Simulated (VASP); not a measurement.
# Ge (Fd-3m) in VASP: further runs

The runs below take Ge through relaxation of cell and atoms, single point, with PBE.

Program: VASP 6.6.1. These are calculated values, not measurements. Logs are shortened: lines on timing, memory, paths and dates and some standing lists are left out, and cuts for length are marked.

**Experimental background.**

From “Electronic and optical properties of SixGe1-x-ySny alloys lattice-matched to Ge”, 2021, arxiv:2109.02782, for a bulk crystal of Ge at 300 K: band gap 0.807 eV (direct).

The results are compared with them further down.

## 1. Starting point

Symmetry: Fd-3m, No. 227, cubic system. Conventional cell: a = 5.658 Å, b = 5.658 Å, c = 5.658 Å, α = 90.00°, β = 90.00°, γ = 90.00°. Ge (site symmetry -43m) is surrounded by 4 Ge at 2.45 Å.

## 2. Relaxation of cell and atoms, PBE

Input file INCAR:

```
  PREC = Accurate
  ENCUT = 350
  EDIFF = 1E-7
  ISMEAR = 0
  SIGMA = 0.02
  LREAL = F
  LASPH = T
  NELM = 100
  ALGO = Normal
  ISIF = 3
  LWAVE = F
  LCHARG = F
  GGA = PE
  IBRION = 2
  NSW = 80
  EDIFFG = -0.002
```

Input file KPOINTS:

```
regular mesh
0
Gamma
  10 10 10
```

Input file POSCAR:

```
Ge
1.0
    0.0000000000      2.8289100000      2.8289100000
    2.8289100000      0.0000000000      2.8289100000
    2.8289100000      2.8289100000      0.0000000000
Ge
2
Direct
    0.0000000000      0.0000000000      0.0000000000
    0.2500000000      0.2500000000      0.2500000000
```

Potentials or basis: VASP PAW PBE potentials, release 64 (Ge_d).

On the command line:

```bash
cat potpaw_PBE.64/Ge_d/POTCAR > POTCAR
mpirun -np 1 vasp_std > vasp.out
```

OUTCAR:

```text
PREC = Accurate
   ENCUT = 350
   EDIFF = 1E-7
   ISMEAR = 0
   LREAL = F
   LASPH = T
   NELM = 100
   ISIF = 3
   GGA = PE
   IBRION = 2
   NSW = 80
   EDIFFG = -0.002

 ion  position               nearest neighbor table
   1  0.000  0.000  0.000-   2 2.45   2 2.45   2 2.45   2 2.45
   2  0.250  0.250  0.250-   1 2.45   1 2.45   1 2.45   1 2.45

  LATTYP: Found a face centered cubic cell.
 ALAT       =     5.6578200000

  Lattice vectors:

 A1 = (   0.0000000000,   2.8289100000,   2.8289100000)
 A2 = (   2.8289100000,   0.0000000000,   2.8289100000)
 A3 = (   2.8289100000,   2.8289100000,   0.0000000000)

Analysis of symmetry for initial positions (statically):
=====================================================================
 Subroutine PRICEL returns:
 Original cell was already a primitive cell.

 Routine SETGRP: Setting up the symmetry group for a
 face centered cubic supercell.

 Subroutine GETGRP returns: Found 48 space group operations
 (whereof 24 operations were pure point group operations)
 out of a pool of 48 trial point group operations.

The static configuration has the point symmetry T_d .
 The point group associated with its full space group is O_h .

Analysis of symmetry for dynamics (positions and initial velocities):
=====================================================================
 Subroutine PRICEL returns:
 Original cell was already a primitive cell.

 Routine SETGRP: Setting up the symmetry group for a
 face centered cubic supercell.

 Subroutine GETGRP returns: Found 48 space group operations
 (whereof 24 operations were pure point group operations)
 out of a pool of 48 trial point group operations.

The dynamic configuration has the point symmetry T_d .
 The point group associated with its full space group is O_h .

 Subroutine INISYM returns: Found 48 space group operations
 (whereof 24 operations are pure point group operations),
 and found     1 'primitive' translations

----------------------------------------------------------------------------------------

                                     Primitive cell

  volume of cell :      45.2780

  direct lattice vectors                    reciprocal lattice vectors
     0.000000000  2.828910000  2.828910000    -0.176746521  0.176746521  0.176746521
     2.828910000  0.000000000  2.828910000     0.176746521 -0.176746521  0.176746521
     2.828910000  2.828910000  0.000000000     0.176746521  0.176746521 -0.176746521

  length of vectors
     4.000682889  4.000682889  4.000682889     0.306133954  0.306133954  0.306133954

  position of ions in fractional coordinates (direct lattice)
     0.000000000  0.000000000  0.000000000
     0.250000000  0.250000000  0.250000000

  ion indices of the primitive-cell ions
   primitive index   ion index
                 1           1
                 2           2

----------------------------------------------------------------------------------------

 KPOINTS: regular mesh

Automatic generation of k-mesh.
 Grid dimensions read from file:
 generate k-points for:   10   10   10

 Generating k-lattice:

  Cartesian coordinates                     Fractional coordinates (reciprocal lattice)
    -0.017674652  0.017674652  0.017674652     0.100000000  0.000000000  0.000000000
     0.017674652 -0.017674652  0.017674652     0.000000000  0.100000000  0.000000000
     0.017674652  0.017674652 -0.017674652     0.000000000  0.000000000  0.100000000

  Length of vectors
     0.030613395  0.030613395  0.030613395

  Shift w.r.t. Gamma in fractional coordinates (k-lattice)
     0.000000000  0.000000000  0.000000000

 Subroutine IBZKPT returns following result:
 ===========================================

 Found     47 irreducible k-points:

 Following reciprocal coordinates:
            Coordinates               Weight
  0.000000  0.000000  0.000000      1.000000
  0.100000  0.000000  0.000000      8.000000
  0.200000  0.000000  0.000000      8.000000
  0.300000  0.000000  0.000000      8.000000
  0.400000  0.000000  0.000000      8.000000
  0.500000  0.000000  0.000000      4.000000
[... 16 lines left out ...]
  0.300000  0.300000  0.000000      6.000000
  0.400000  0.300000  0.000000     24.000000
 [... further k-points ...]
   k-points           NKPTS =     47   k-points in BZ     NKDIM =     47   number of bands    NBANDS=     18
   number of dos      NEDOS =    301   number of ions     NIONS =      2
   total plane-waves  NPLWV =  13824
   dimension x,y,z NGX =    24 NGY =   24 NGZ =   24
   dimension x,y,z NGXF=    48 NGYF=   48 NGZF=   48
   ions per type =               2
   NGX,Y,Z   is equivalent  to a cutoff of   9.97,  9.97,  9.97 a.u.
   NGXF,Y,Z  is equivalent  to a cutoff of  19.95, 19.95, 19.95 a.u.
 SYSTEM =  unknown system
   PREC   = accura    normal or accurate (medium, high low for compatibility)
   ISTART =      0    job   : 0-new  1-cont  2-samecut
   ICHARG =      2    charge: 1-file 2-atom 10-const
   ISPIN  =      1    spin polarized calculation?
   LNONCOLLINEAR =      F non collinear calculations
   LSORBIT =      F    spin-orbit coupling
   LASPH  =      T    aspherical Exc in radial PAW
   ENCUT  =  350.0 eV  25.72 Ry    5.07 a.u.   6.10  6.10  6.10*2*pi/ulx,y,z
   NELM   =    100;   NELMIN=  2; NELMDL= -5     # of ELM steps
   EDIFF  = 0.1E-06   stopping-criterion for ELM
   LREAL  =      F    real-space projection
   EDIFFG = -.2E-02   stopping-criterion for IOM
   NSW    =     80    number of steps for IOM
   IBRION =      2    ionic relax: 0-MD 1-quasi-New 2-CG
   NFREE  =      1    steps in history (QN), initial steepest desc. (CG)
   ISIF   =      3    stress and relaxation
   ISYM   =      2    0-nonsym 1-usesym 2-fastsym
   POTIM  = 0.5000    time-step for ionic-motion
   TEBEG  =    0.0;   TEEND  =   0.0 temperature during run
   PSTRESS=    0.0 pullay stress
   NELECT =      28.0000    total number of electrons
   NUPDOWN=      -1.0000    fix difference up-down
   EMIN   =  10.00;   EMAX   =-10.00  energy-range for DOS
   EFERMI =   0.00;   METHOD = LEGACY
   ISMEAR =     0;   SIGMA  =   0.02  broadening in eV -4-tet -1-fermi 0-gaus
   EFERMI_NEDOS =   21; number of points for ismear=-14 and -15
   IALGO  =     38    algorithm
   IMIX   =      4    mixing-type and parameters
     AMIX     =   0.40;   BMIX     =  1.00
     AMIX_MAG =   1.60;   BMIX_MAG =  1.00
  volume/ion in A,a.u.               =      22.64       152.78
  Fermi-wavevector in a.u.,A,eV,Ry     =   1.394756  2.635708 26.468033  1.945346
  Thomas-Fermi vector in A             =   2.518275
   LORBIT       =      0    0 simple, 1 ext, 2 COOP (PROOUT), +10 PAW based schemes
   GGA     = PE    functional components
   LHFCALC =     F    Hartree Fock is set to
   AEXX    =    0.0000 exact exchange contribution
   IVDW    =     0    specifies the selected vdW correction
   LEPSILON=     F    determine dielectric tensor
   LRPA    =     F    only Hartree local field effects (RPA)
 conjugate gradient relaxation of ions
 non-spin polarized calculation
 Gauss-broadening in eV      SIGMA  =   0.02
  energy-cutoff  :      350.00
  volume of cell :       45.28
 maximum number of plane-waves:       692
   NGX = 13   NGY = 13   NGZ = 13

--------------------------------------- Ionic step        1  -------------------------------------------

 number of electron      27.9999921 magnetization

 Free energy of the ion-electron system (eV)
  ---------------------------------------------------
  ext. energy  EPLUGINS =         0.00000000
  ---------------------------------------------------
  free energy    TOTEN  =        -9.00922981 eV

  energy without entropy =       -9.00921215  energy(sigma->0) =       -9.00922098

 E-fermi :   5.0132     XC(G=0):  -9.9245

 val. band max:        4.9912711075   @ k =   0.0000   0.0000   0.0000
 cond. band min:       5.0260196852   @ k =   0.0000   0.0000   0.0000
 fundamental gap:      0.0347485776
 Fermi energy:         5.0131796046

 k-point     1 :       0.0000    0.0000    0.0000
  band No.  band energies     occupation
      1     -19.8065      2.00000
      2     -19.8064      2.00000
      3     -19.8064      2.00000
      4     -19.7703      2.00000
      5     -19.7703      2.00000
      6     -19.5598      2.00000
[... 10 lines left out ...]
     17       7.5465      0.00000
     18       7.5465      0.00000
[... 466 lines left out ...]
      2     -19.8342      2.00000
      3     -19.7906      2.00000
      4     -19.7070      2.00000
      5     -19.6871      2.00000
      6     -19.6633      2.00000
[... 10 lines left out ...]
     17      11.6844      0.00000
     18      12.2261      0.00000

 [... further k-points ...]
[... 5 lines left out ...]
  --------------------------------------------------------------------------------------
  -------------------------------------------------------------------------------------
  Total        0.9969303      0.9969303      0.9969303     -0.0000000      0.0000000     -0.0000000
  in kB       35.2767033     35.2767033     35.2767033     -0.0000000      0.0000000     -0.0000000
  external PRESSURE =      35.2767033 kB  Pullay stress =       0.0000000 kB
[... 165 lines left out ...]
  energy  without entropy=       -9.0359269235  energy(sigma->0) =       -9.03594767

--------------------------------------- Ionic step        6  -------------------------------------------

 number of electron      28.0000090 magnetization

 Free energy of the ion-electron system (eV)
  ---------------------------------------------------
  ext. energy  EPLUGINS =         0.00000000
  ---------------------------------------------------
  free energy    TOTEN  =        -9.03596891 eV

  energy without entropy =       -9.03592733  energy(sigma->0) =       -9.03594812

 E-fermi :   4.4951     XC(G=0):  -9.6760

 val. band max:        4.4909066300   @ k =   0.0000   0.0000   0.0000
 cond. band min:       4.5203421117   @ k =   0.5000   0.0000   0.0000
 fundamental gap:      0.0294354817
 Fermi energy:         4.4951147579

 k-point     1 :       0.0000    0.0000    0.0000
  band No.  band energies     occupation
      1     -20.2382      2.00000
      2     -20.2382      2.00000
      3     -20.2382      2.00000
      4     -20.2060      2.00000
      5     -20.2060      2.00000
      6     -20.0225      2.00000
[... 10 lines left out ...]
     17       7.0214      0.00000
     18       7.0214      0.00000
[... 466 lines left out ...]
      2     -20.2627      2.00000
      3     -20.2233      2.00000
      4     -20.1516      2.00000
      5     -20.1331      2.00000
      6     -20.1137      2.00000
[... 10 lines left out ...]
     17      10.9250      0.00000
     18      11.4675      0.00000

 [... further k-points ...]
[... 5 lines left out ...]
  --------------------------------------------------------------------------------------
  -------------------------------------------------------------------------------------
  Total        0.0002896      0.0002896      0.0002896      0.0000000      0.0000000     -0.0000000
  in kB        0.0097202      0.0097202      0.0097202      0.0000000      0.0000000     -0.0000000
  external PRESSURE =       0.0097202 kB  Pullay stress =       0.0000000 kB
[... 17 lines left out ...]
  FREE ENERGIE OF THE ION-ELECTRON SYSTEM (eV)
  ---------------------------------------------------
  free  energy   TOTEN  =        -9.0359689069 eV

  energy  without entropy=       -9.0359273283  energy(sigma->0) =       -9.03594812

 reached required accuracy - stopping structural energy minimisation
```

Run time: 25 s. Hardware: 1 thread of Intel Xeon 6975P-C (Granite Rapids), shared host; peak memory 0.14 GiB.

These settings aren't checked as converged: the numbers below hold their error.

What came out:

```yaml
Free_energy: -9.0360 eV
Relaxed_volume: 23.87 Å³/atom
Relaxed_cell: a = 4.072 Å, b = 4.072 Å, c = 4.072 Å, α = 60.00°, β = 60.00°, γ = 60.00°
Space_group_after_relaxing_to_0.05_Å: Fd-3m (No. 227)
Energy_gained_by_relaxing: 13.4 meV/atom
Ionic_steps: 6
Band_gap_on_the_k_mesh: none (metal or under the smearing width)
```

Caveat: the cutoff is under 1.25 times the usual one of these potentials, so pressure, stress and relaxed cells hold a basis-set (Pulay) error; this crystal is a semiconductor, whose small gap the functional closes, so the metal is an error of the method.

## 3. Relaxation of cell and atoms, PBE

This run uses another cell than the first one, of 23.87 Å³/atom, 1.054 times its volume.

INCAR is that of step 2.

KPOINTS is that of step 2.

Input file POSCAR:

```
Ge                                      
1.0
    0.0000000000      2.8791525462      2.8791525462
    2.8791525462     -0.0000000000      2.8791525462
    2.8791525462      2.8791525462     -0.0000000000
  Ge            
     2
Direct
     0.0000000000000000    0.0000000000000000    0.0000000000000000
     0.2500000000000000    0.2500000000000000    0.2500000000000000
```

Potentials or basis: VASP PAW PBE potentials, release 64 (Ge_d).

On the command line:

```bash
cat potpaw_PBE.64/Ge_d/POTCAR > POTCAR
mpirun -np 1 vasp_std > vasp.out
```

It took 25 s on 1 thread of Intel Xeon 6975P-C (Granite Rapids), shared host; peak memory 0.15 GiB.

The run converged, but some of its settings lie outside the range that counts as converged, so its numbers aren't taken as properties of the crystal.

Results:

```
Free energy                            : -9.0361 eV
Relaxed volume                         : 23.86 Å³/atom
Relaxed cell                           : a = 4.072 Å, b = 4.072 Å, c = 4.072 Å, α = 60.00°, β = 60.00°, γ = 60.00°
Space group after relaxing (to 0.05 Å) : Fd-3m (No. 227)
Energy gained by relaxing              : 0.0 meV/atom
Ionic steps                            : 3
Band gap on the k mesh                 : none (metal or under the smearing width)
```

Caveat: the cutoff is under 1.25 times the usual one of these potentials, so pressure, stress and relaxed cells hold a basis-set (Pulay) error; this crystal is a semiconductor, whose small gap the functional closes, so the metal is an error of the method.

## 4. Single point, PBE

This run uses another cell than the first one, of 23.86 Å³/atom, 1.054 times its volume.

Input file INCAR:

```
SYSTEM = Ge
PREC = Accurate
ENCUT = 350
EDIFF = 1E-7
ISMEAR = 0
SIGMA = 0.02
LREAL = .False.
LASPH = .True.
NELM = 100
ALGO = Normal
ISIF = 2
LWAVE = .False.
LCHARG = .False.
GGA = PE
NBANDS = 21
```

Input file KPOINTS:

```
Automatic mesh
0
Gamma
  10 10 10
  0 0 0
```

Input file POSCAR:

```
Ge                                      
1.0
    0.0000000000      2.8790271064      2.8790271064
    2.8790271064      0.0000000000      2.8790271064
    2.8790271064      2.8790271064      0.0000000000
  Ge            
     2
Direct
     0.0000000000000000    0.0000000000000000    0.0000000000000000
     0.2500000000000000    0.2500000000000000    0.2500000000000000
```

On the command line:

```bash
cat potpaw_PBE.64/Ge_d/POTCAR > POTCAR
mpirun -np 1 vasp_std > vasp.out
```

Run time: 14 s. Hardware: 1 thread of Intel Xeon 6975P-C (Granite Rapids), shared host; peak memory 0.16 GiB.

The run converged. Its results:

* Free energy: -9.0361 eV
* Band gap on the k mesh: none (metal or under the smearing width)

Levels at points of the mesh, in eV from the Fermi level:
| k point | band 11 | band 12 | band 13 | band 14 | band 15 | band 16 | band 17 | band 18 |
| --- | --- | --- | --- | --- | --- | --- | --- | --- |
| (0.00, 0.00, 0.00) | -12.39 | -0.44 | 0.00 | 0.00 | 0.00 | 2.53 | 2.53 | 2.53 |
| (0.50, 0.00, 0.00) | -10.42 | -7.37 | -1.33 | -1.33 | 0.03 | 3.71 | 3.71 | 7.10 |
| (0.50, 0.50, 0.00) | -8.70 | -8.70 | -2.90 | -2.90 | 0.81 | 0.81 | 9.08 | 9.08 |

Caveat: the cutoff is under 1.25 times the usual one of these potentials, so pressure, stress and relaxed cells hold a basis-set (Pulay) error; this crystal is a semiconductor, whose small gap the functional closes, so the metal is an error of the method.

## 5. How close it comes

Step 4. A measured gap of Ge is 0.807 eV (direct; 300 K; “Electronic and optical properties of SixGe1-x-ySny alloys lattice-matched to Ge”, 2021, arxiv:2109.02782); the calculated 0.00 eV misses it by -0.81 eV. 3 values of this kind are on record (0.666 to 0.807 eV); this one was drawn at random among those near their median. Spin-orbit coupling on Ge is left out. The value is that of PBE on a finite k mesh, which can miss the band edges, without temperature or zero-point motion. Semilocal functionals fall short of measured gaps as a rule.
